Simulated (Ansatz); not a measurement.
Electrostatic potentials at the N nuclei in Ta3N5

Cell: a computed structure from the Materials Project (it need not be an observed phase).

Space group Cmcm (No. 63); a = 3.8811, b = 10.2770, c = 10.3094 Å.

```csv
site,Wyckoff,site symmetry,x,y,z
Ta1,4c,m2m,0.5000,0.3030,0.7500
Ta2,8f,m..,0.5000,0.6333,0.9399
N7,8f,m..,0.5000,0.4529,0.8812
N8,8f,m..,0.5000,0.8081,0.0741
N11,4c,m2m,0.5000,0.2632,0.2500
```

One atom of each set is listed; the run and its k-mesh use a cell of 16 atoms with edges of 5.49, 5.49, 10.31 Å.

All values are calculated (Ansatz; DFT, PBE, plane waves and PAW (field gradients read without the response of the frozen cores, which leaves them typically 4 to 6 % off), scalar-relativistic, 420 eV cutoff, Γ-centred 8×8×3 k-points, Fermi–Dirac smearing 0.02 eV), not measured.

The potential at a nucleus is that of all electrons and the other nuclei. A higher potential binds the core electrons more strongly, so differences between sites of one element are the initial-state part of core-level shifts.

Task: Rank the N sites by the potential at the nucleus, lowest first, and give each against the lowest.
A. N11: 4 Ta at 2.06–2.23 Å
B. N8: 4 Ta at 2.04–2.27 Å
C. N7: 3 Ta at 1.95–2.05 Å

Result: C (0.00 V), B (0.23 V), A (0.44 V).
